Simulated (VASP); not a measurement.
Write the native input for VASP 6.6.1 that does the following.

- Task: single point
- Functional: r2SCAN
- Potentials or basis: VASP PAW PBE potentials, release 64 (W_sv, C)
- Cutoff: 520 eV
- k mesh: 10 × 10 × 6
- Occupations: gaussian, width 0.1 eV
- Spin: no spin polarisation
- Further INCAR settings: ALGO = Normal; EDIFF = 1e-06; NBANDS = 28

The structure of W2C3 lies in POSCAR:

```
W2C3                                    
1.0
    2.9415002701      0.0000000000      0.0000000000
    0.0000000000      2.9415002701     -0.0000000000
    0.0000000000      0.0000000000      5.9726751997
  W               C             
     2     3
Direct
     0.5000000000000000    0.0000000000000000    0.2517767059221703
     0.0000000000000000    0.5000000000000000    0.7482232940778297
     0.0000000000000000    0.0000000000000000    0.0000000000000000
     0.5000000000000000    0.0000000000000000    0.6290221967328793
     0.0000000000000000    0.5000000000000000    0.3709778032671207
```

The cell was built by a generator and needn't be a form met in nature.

The input as run:

INCAR

```
SYSTEM = W2C3
PREC = Accurate ; ENCUT = 520
EDIFF = 1E-6 ; ISMEAR = 0
SIGMA = 0.1 ; LREAL = .FALSE.
LASPH = .TRUE. ; NELM = 150
ALGO = Normal ; ISIF = 2
LWAVE = .FALSE. ; LCHARG = .FALSE.
METAGGA = R2SCAN ; LMIXTAU = .TRUE.
NBANDS = 28 ; KPAR = 4
```

KPOINTS

```
Automatic mesh
0
G
  10 10 6
  0 0 0
```

Potentials or basis: VASP PAW PBE potentials, release 64 (W_sv, C).

Command:

```sh
$ cat potpaw_PBE.64/W_sv/POTCAR potpaw_PBE.64/C/POTCAR > POTCAR
$ mpirun -np 4 vasp_std > vasp.out
```

Results of the run:

* Pressure: -2.5 GPa
* Largest force: 0.097 eV/Å
* Band gap on the k mesh: none (metal or under the smearing width)

Caveat: the PAW data sets were made with another functional, which shifts forces and pressure a little.

Wall time 100 s on 4 MPI ranks on Intel(R) Xeon(R) Platinum 8488C (Sapphire Rapids), on a shared host, peak memory 0.23 GiB a rank.
